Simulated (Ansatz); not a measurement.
# B: the cost of one run

Computed with Ansatz 0.2.0 (DFT PBE+D3(BJ), scalar-relativistic, plane waves, PAW, unless a step's input says otherwise).

## 1. Starting point

It takes space group P6/mmm (No. 191, hexagonal). Conventional cell: a = 1.702 Å, b = 1.702 Å, c = 3.635 Å, α = 90.00°, β = 90.00°, γ = 120.00°. B (site symmetry 6/mmm) has 6 B at 1.70 Å as nearest neighbours.

Structure file:

```cif
data_structure
_symmetry_space_group_name_H-M 'P6/mmm'
_symmetry_Int_Tables_number 191
_cell_length_a 1.7024
_cell_length_b 1.7024
_cell_length_c 3.6354
_cell_angle_alpha 90.000
_cell_angle_beta 90.000
_cell_angle_gamma 120.000
_cell_volume 9.12
loop_
_atom_site_label
_atom_site_type_symbol
_atom_site_symmetry_multiplicity
_atom_site_Wyckoff_symbol
_atom_site_fract_x
_atom_site_fract_y
_atom_site_fract_z
_atom_site_occupancy
B1 B 1 a 0.00000 0.00000 0.00000 1
```

It goes back to an entry of the Materials Project, which need not be the stable form.

The cell is taken as given, not relaxed at this level.

## 2. Zero of energy

Reference values: F = -155.3581 eV; pressure 0.28 GPa; largest force 0.000 eV/Å; gap on the mesh none (metal). It was computed beforehand with the settings of the runs below.

## 3. Next: a two-dimensional strain map

The cell is strained by p along both x and y and by q along z, with fractional coordinates fixed.

## 4. At p = -0.050, q = -0.050

Contents of input.yaml:

```yaml
crystal:
  lattice:
    - [1.617311897, 0.0, 0.0]
    - [-0.8086559485, 1.4006331887, 0.0]
    - [0.0, 0.0, 3.4536517075]
  atoms:
    - { symbol: B, position: [0.0, 0.0, 0.0] }
basis:
  ecutwfc: 420
kpoints:
  mp_grid: { grid: [33, 33, 14] }
hamiltonian:
  xc: pbe
  dispersion: d3bj
scf:
  occupations: { method: gaussian, width: 0.15 }
output:
  forces: true
  stress: true
  eigenvalues: true
```

What time and memory should one allow on 1 thread of an x86-64 CPU, shared host?

About 4.1 s, with a peak of 0.38 GiB.
